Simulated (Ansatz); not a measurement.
# MgSi under changes of volume

One of the cells (17.692 Å³/atom); the others are scaled copies at fixed shape and fractional positions:

```
Si Mg
1.0
     1.50251   -5.42602    0.00000
     1.50251    5.42602    0.00000
     0.00000    0.00000    4.34018
Si Mg
2 2
Direct
  0.57064 0.42936 0.75000
  0.42936 0.57064 0.25000
  0.16838 0.83162 0.25000
  0.83162 0.16838 0.75000
```

The cell comes from a database or a generator and needn't be the stable form of this composition.

| Item | Value |
| --- | --- |
| Program | Ansatz 0.2.0 |
| Functional | LDA |
| Potentials or basis | Ansatz PAW |
| Cutoff | 420 eV (not typed: the program's choice for these potentials) |
| k mesh | 9 × 9 × 6 |
| Occupations | fermi-dirac, width 0.05 eV |
| Spin | no spin polarisation |

| volume (Å³/atom) | energy over the lowest point (meV/atom) | pressure (GPa) | largest force (eV/Å) |
| --- | --- | --- | --- |
| 16.630 | 0.00 | 0.7 | 0.122 |
| 16.984 | ? | ? | ? |
| 17.338 | 3.03 | -2.0 | 0.149 |
| 17.692 | 8.64 | -3.1 | 0.162 |
| 18.046 | 16.61 | -4.1 | 0.173 |
| 18.400 | 26.70 | -5.0 | 0.183 |
| 18.754 | 38.71 | -5.8 | 0.191 |

Task: What does the run at 16.984 Å³/atom give?

Result: Energy over the lowest point 0.03 meV/atom; pressure -0.7 GPa; largest force 0.136 eV/Å.

Worked out: A Birch-Murnaghan fit of order 3 (a polynomial in V^(-2/3)) to the other rows has its minimum at 16.80 Å³/atom with B0 = V·E''(V) = 66 GPa and B' = 4.1 at fixed shape and positions, which overstates the stiffness. It gives 0.05 meV/atom at 16.984 Å³/atom, against the run's 0.03, and -dE/dV = -0.7 GPa, against -0.7.

Energies are extrapolated to zero smearing.

Caveats: the PAW data sets come from PBE, with cores solved anew for the run's functional, which leaves a small shift of forces and pressure.
